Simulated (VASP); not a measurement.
# CaSe (F-43m) in VASP: settings compared

Aim: see how the results for CaSe move with the level of theory and the settings. Levels: optPBE-vdW, PBE. Tasks: relaxation of cell and atoms, single point.

All numbers are computed with VASP 6.6.1; they aren't measurements. Logs are shortened: lines on timing, memory, paths and dates and some standing lists are left out, and cuts for length are marked.

### 1 The structure

Symmetry: F-43m, No. 216, cubic system. The conventional cell has a = 6.600 Å, b = 6.600 Å, c = 6.600 Å, α = 90.00°, β = 90.00°, γ = 90.00°. Se (site symmetry -43m) has 4 Ca at 2.86 Å as nearest neighbours. Ca (site symmetry -43m) has 4 Se at 2.86 Å as nearest neighbours.

The cell comes from a database or a generator and needn't be the stable form of this composition.

### 2 Relaxation of cell and atoms, optPBE-vdW (volume scaled by 0.92)

INCAR reads:

```
PREC = Accurate ; ENCUT = 600
EDIFF = 1E-7 ; ISMEAR = -5
SIGMA = 0.05 ; LREAL = F
LASPH = T ; NELM = 100
ALGO = Fast ; ISIF = 3
LWAVE = F ; LCHARG = F
GGA = OR ; LUSE_VDW = T
AGGAC = 0.0 ; IBRION = 2
NSW = 40 ; EDIFFG = -0.01
```

KPOINTS reads:

```
Automatic mesh
0
Gamma
  7 7 7
```

POSCAR reads:

```
CaSe
1.0
    0.0000000000      3.2095431265      3.2095431265
    3.2095431265      0.0000000000      3.2095431265
    3.2095431265      3.2095431265      0.0000000000
Se Ca
1 1
Direct
    0.2500000000      0.2500000000      0.2500000000
    0.0000000000      0.0000000000      0.0000000000
```

Potentials or basis: VASP PAW PBE potentials, release 64 (Se, Ca_sv).

On the command line:

```
$ cat potpaw_PBE.64/Se/POTCAR potpaw_PBE.64/Ca_sv/POTCAR > POTCAR
$ mpirun -np 1 vasp_std > vasp.out
```

OUTCAR:

```text
PREC = Accurate
   ENCUT = 600
   EDIFF = 1E-7
   ISMEAR = -5
   LREAL = F
   LASPH = T
   NELM = 100
   ISIF = 3
   GGA = OR
   IBRION = 2
   NSW = 40
   EDIFFG = -0.01

 ion  position               nearest neighbor table
   1  0.250  0.250  0.250-   2 2.78   2 2.78   2 2.78   2 2.78
   2  0.000  0.000  0.000-   1 2.78   1 2.78   1 2.78   1 2.78

  LATTYP: Found a face centered cubic cell.
 ALAT       =     6.4190862530

  Lattice vectors:

 A1 = (   0.0000000000,   3.2095431265,   3.2095431265)
 A2 = (   3.2095431265,   0.0000000000,   3.2095431265)
 A3 = (   3.2095431265,   3.2095431265,   0.0000000000)

Analysis of symmetry for initial positions (statically):
=====================================================================
 Subroutine PRICEL returns:
 Original cell was already a primitive cell.

 Routine SETGRP: Setting up the symmetry group for a
 face centered cubic supercell.

 Subroutine GETGRP returns: Found 24 space group operations
 (whereof 24 operations were pure point group operations)
 out of a pool of 48 trial point group operations.

The static configuration has the point symmetry T_d .

Analysis of symmetry for dynamics (positions and initial velocities):
=====================================================================
 Subroutine PRICEL returns:
 Original cell was already a primitive cell.

 Routine SETGRP: Setting up the symmetry group for a
 face centered cubic supercell.

 Subroutine GETGRP returns: Found 24 space group operations
 (whereof 24 operations were pure point group operations)
 out of a pool of 48 trial point group operations.

The dynamic configuration has the point symmetry T_d .

 Subroutine INISYM returns: Found 24 space group operations
 (whereof 24 operations are pure point group operations),
 and found     1 'primitive' translations

----------------------------------------------------------------------------------------

                                     Primitive cell

  volume of cell :      66.1241

  direct lattice vectors                    reciprocal lattice vectors
     0.000000000  3.209543126  3.209543126    -0.155785413  0.155785413  0.155785413
     3.209543126  0.000000000  3.209543126     0.155785413 -0.155785413  0.155785413
[... 71 lines left out ...]
   NGXF,Y,Z  is equivalent  to a cutoff of  26.37, 26.37, 26.37 a.u.
 SYSTEM =  unknown system
   PREC   = accura    normal or accurate (medium, high low for compatibility)
   ISTART =      0    job   : 0-new  1-cont  2-samecut
   ICHARG =      2    charge: 1-file 2-atom 10-const
   ISPIN  =      1    spin polarized calculation?
   LNONCOLLINEAR =      F non collinear calculations
   LSORBIT =      F    spin-orbit coupling
   LASPH  =      T    aspherical Exc in radial PAW
   ENCUT  =  600.0 eV  44.10 Ry    6.64 a.u.   9.07  9.07  9.07*2*pi/ulx,y,z
   NELM   =    100;   NELMIN=  2; NELMDL= -5     # of ELM steps
   EDIFF  = 0.1E-06   stopping-criterion for ELM
   LREAL  =      F    real-space projection
   EDIFFG = -.1E-01   stopping-criterion for IOM
   NSW    =     40    number of steps for IOM
   IBRION =      2    ionic relax: 0-MD 1-quasi-New 2-CG
   NFREE  =      1    steps in history (QN), initial steepest desc. (CG)
   ISIF   =      3    stress and relaxation
   ISYM   =      2    0-nonsym 1-usesym 2-fastsym
   POTIM  = 0.5000    time-step for ionic-motion
   TEBEG  =    0.0;   TEEND  =   0.0 temperature during run
   PSTRESS=    0.0 pullay stress
   NELECT =      16.0000    total number of electrons
   NUPDOWN=      -1.0000    fix difference up-down
   EMIN   =  10.00;   EMAX   =-10.00  energy-range for DOS
   EFERMI =   0.00;   METHOD = LEGACY
   ISMEAR =    -5;   SIGMA  =   0.05  broadening in eV -4-tet -1-fermi 0-gaus
   EFERMI_NEDOS =   21; number of points for ismear=-14 and -15
   IALGO  =     68    algorithm
   IMIX   =      4    mixing-type and parameters
     AMIX     =   0.40;   BMIX     =  1.00
     AMIX_MAG =   1.60;   BMIX_MAG =  1.00
  volume/ion in A,a.u.               =      33.06       223.11
  Fermi-wavevector in a.u.,A,eV,Ry     =   1.020144  1.927793 14.159507  1.040694
  Thomas-Fermi vector in A             =   2.153697
   LORBIT       =      0    0 simple, 1 ext, 2 COOP (PROOUT), +10 PAW based schemes
   GGA     = OR    functional components
   LHFCALC =     F    Hartree Fock is set to
   AEXX    =    0.0000 exact exchange contribution
   IVDW_NL    =     1    kernel type
   BPARAM     = 6.3000
   IVDW    =     0    specifies the selected vdW correction
   LEPSILON=     F    determine dielectric tensor
   LRPA    =     F    only Hartree local field effects (RPA)
 conjugate gradient relaxation of ions
 non-spin polarized calculation
 RMM-DIIS sequential band-by-band and
 Fermi weights with tetrahedron method with Bloechl corrections
  energy-cutoff  :      600.00
  volume of cell :       66.12
 maximum number of plane-waves:      2229
   NGX = 19   NGY = 19   NGZ = 19

--------------------------------------- Ionic step        1  -------------------------------------------

 number of electron      15.9999998 magnetization

 Free energy of the ion-electron system (eV)
  ---------------------------------------------------
  ext. energy  EPLUGINS =         0.00000000
  ---------------------------------------------------
  free energy    TOTEN  =        -4.77507196 eV

  energy without entropy =       -4.77507196  energy(sigma->0) =       -4.77507196

------------------------ aborting loop because EDIFF is reached ----------------------------------------

  FORCE on cell =-STRESS in cart. coord.  units (eV):
  Direction    XX          YY          ZZ          XY          YZ          ZX
  --------------------------------------------------------------------------------------
  -------------------------------------------------------------------------------------
  Total        1.3012705      1.3012705      1.3012705     -0.0000000      0.0000000     -0.0000000
  in kB       31.5296036     31.5296036     31.5296036     -0.0000000      0.0000000     -0.0000000
  external PRESSURE =      31.5296036 kB  Pullay stress =       0.0000000 kB
[... 63 lines left out ...]
--------------------------------------- Ionic step        3  -------------------------------------------

 number of electron      16.0000002 magnetization

 Free energy of the ion-electron system (eV)
  ---------------------------------------------------
  ext. energy  EPLUGINS =         0.00000000
  ---------------------------------------------------
  free energy    TOTEN  =        -4.82624220 eV

  energy without entropy =       -4.82624220  energy(sigma->0) =       -4.82624220

 E-fermi :  -0.3368     XC(G=0):  -7.5968

 val. band max:       -0.4038380393   @ k =  -0.2857   0.2857   0.0000
 cond. band min:       2.7591008957   @ k =   0.0000   0.0000   0.0000
 fundamental gap:      3.1629389351
 Fermi energy:        -0.3368073731

 k-point     1 :       0.0000    0.0000    0.0000
  band No.  band energies     occupation
      1     -39.5898      2.00000
      2     -20.6302      2.00000
      3     -20.6302      2.00000
      4     -20.6302      2.00000
      5     -10.7351      2.00000
      6      -0.4985      2.00000
      7      -0.4985      2.00000
      8      -0.4985      2.00000
      9       2.7591      0.00000
     10       4.8898      0.00000
     11       4.8898      0.00000
     12       6.8314      0.00000
[... 316 lines left out ...]
  energy  without entropy=       -4.8262421971  energy(sigma->0) =       -4.82624220

Total vdW correction in eV:      3.2588010

 reached required accuracy - stopping structural energy minimisation
```

OSZICAR:

```text
N       E                     dE             d eps       ncg     rms          rms(c)
DAV:   1     0.124891283023E+03    0.12489E+03   -0.80080E+03   480   0.133E+03
DAV:   2     0.165836219073E+01   -0.12323E+03   -0.11779E+03   536   0.285E+02
DAV:   3    -0.481318166470E+01   -0.64715E+01   -0.64177E+01   616   0.629E+01
[... 63 lines left out ...]
RMM:  11    -0.482624125783E+01   -0.13749E-05   -0.72338E-06   615   0.132E-02    0.145E-02
RMM:  12    -0.482624128516E+01   -0.27331E-07   -0.22796E-06   542   0.773E-03    0.143E-02
RMM:  13    -0.482624182582E+01   -0.54066E-06   -0.11731E-06   501   0.561E-03    0.150E-02
RMM:  14    -0.482624217157E+01   -0.34575E-06   -0.70569E-07   462   0.461E-03    0.161E-02
RMM:  15    -0.482624219705E+01   -0.25484E-07   -0.24377E-07   405   0.324E-03
   3 F= -.48262422E+01 E0= -.48262422E+01  d E =-.511702E-01
```

It took 5.4 min on 1 thread of Intel Xeon Platinum 8488C (Sapphire Rapids), shared host; peak memory 0.49 GiB.

What came out:

```yaml
Free_energy: -4.8262 eV
Relaxed_volume: 35.82 Å³/atom
Relaxed_cell: a = 4.662 Å, b = 4.662 Å, c = 4.662 Å, α = 60.00°, β = 60.00°, γ = 60.00°
Space_group_after_relaxing_to_0.05_Å: F-43m (No. 216)
Energy_gained_by_relaxing: 25.6 meV/atom
Ionic_steps: 3
Pressure_after_relaxing: 0.0 GPa
Band_gap_on_the_k_mesh: 3.16 eV, indirect (least direct gap 3.26 eV)
```

Step by step:
```
step  energy change (eV)  largest force (eV/Å)  pressure (GPa)  volume (Å³)
   1              0.0000                0.0000            3.15        66.12
   2             -0.0501                0.0000           -0.41        72.55
   3             -0.0512                0.0000           -0.01        71.64
```

Final structure:
```xyz
2
Lattice="0.0000 3.2965 3.2965 3.2965 0.0000 3.2965 3.2965 3.2965 0.0000" Properties=species:S:1:pos:R:3 pbc="T T T"
Se    1.6482    1.6482    1.6482
Ca    0.0000    0.0000    0.0000
```

Caveat: the PAW data sets were made with another functional, which shifts forces and pressure a little; an odd mesh through Γ misses points on the zone boundary, where band edges often lie.

### 3 Single point, PBE

INCAR reads:

```
SYSTEM = CaSe
ALGO = Fast
EDIFF = 1E-6
ENCUT = 450
GGA = PE
ISIF = 2
ISMEAR = 0
LASPH = .TRUE.
LCHARG = .FALSE.
LREAL = .FALSE.
LWAVE = .FALSE.
NELM = 60
PREC = Accurate
SIGMA = 0.02
```

KPOINTS reads:

```
k-points
0
G
  3 3 3
  0 0 0
```

POSCAR reads:

```
CaSe
1.0
    0.0000000000      3.3000000000      3.3000000000
    3.3000000000      0.0000000000      3.3000000000
    3.3000000000      3.3000000000      0.0000000000
Se Ca
1 1
Direct
    0.2500000000      0.2500000000      0.2500000000
    0.0000000000      0.0000000000      0.0000000000
```

Potentials or basis: VASP PAW PBE potentials, release 64 (Se_GW, Ca_sv_GW).

On the command line:

```
$ cat potpaw_PBE.64/Se_GW/POTCAR potpaw_PBE.64/Ca_sv_GW/POTCAR > POTCAR
$ mpirun -np 1 vasp_std > vasp.out
```

Run time: 11 s. Hardware: 1 thread of Intel Xeon Platinum 8259CL at 2.50GHz (Skylake/Cascade Lake), shared host; peak memory 0.16 GiB.

The run converged. Its results:

- Free energy: -13.8938 eV
- Pressure: -0.4 GPa
- Band gap on the k mesh: 3.15 eV, indirect (least direct gap 3.23 eV)

Levels at points of the mesh, in eV from the valence-band top:
```csv
k point,band 5,band 6,band 7,band 8,band 9,band 10,band 11,band 12
"(0.00, 0.00, 0.00)",-10.29,-0.08,-0.08,-0.08,3.15,5.34,5.34,7.31
```

Caveat: the k mesh is coarse (spacing up to 0.55 Å⁻¹), so the values aren't converged; an odd mesh through Γ misses points on the zone boundary, where band edges often lie.

### 4 Single point, PBE

INCAR reads:

```
PREC = Accurate
ENCUT = 500
EDIFF = 1E-6
ISMEAR = 0
SIGMA = 0.02
LREAL = F
LASPH = T
NELM = 100
ALGO = Normal
ISIF = 2
LWAVE = F
LCHARG = F
GGA = PE
```

KPOINTS reads:

```
regular mesh
0
Gamma
  3 3 3
```

POSCAR is that of step 3.

On the command line:

```
$ cat potpaw_PBE.64/Se_GW/POTCAR potpaw_PBE.64/Ca_sv_GW/POTCAR > POTCAR
$ mpirun -np 1 vasp_std > vasp.out
```

Run time: 5.9 s. Hardware: 1 thread of Intel Xeon 6975P-C (Granite Rapids), shared host; peak memory 0.19 GiB.

Results (log left out):

```yaml
Free_energy: -13.8949 eV
Pressure: -0.3 GPa
Band_gap_on_the_k_mesh: 3.15 eV, indirect (least direct gap 3.23 eV)
```

Levels at points of the mesh, in eV from the valence-band top:
```csv
k point,band 4,band 5,band 6,band 7,band 8,band 9,band 10,band 11,band 12
"(0.00, 0.00, 0.00)",-20.15,-10.29,-0.08,-0.08,-0.08,3.15,5.34,5.34,7.30
```

Caveat: the k mesh is coarse (spacing up to 0.55 Å⁻¹), so the values aren't converged; an odd mesh through Γ misses points on the zone boundary, where band edges often lie.

(Continued in part 2 of 2.)
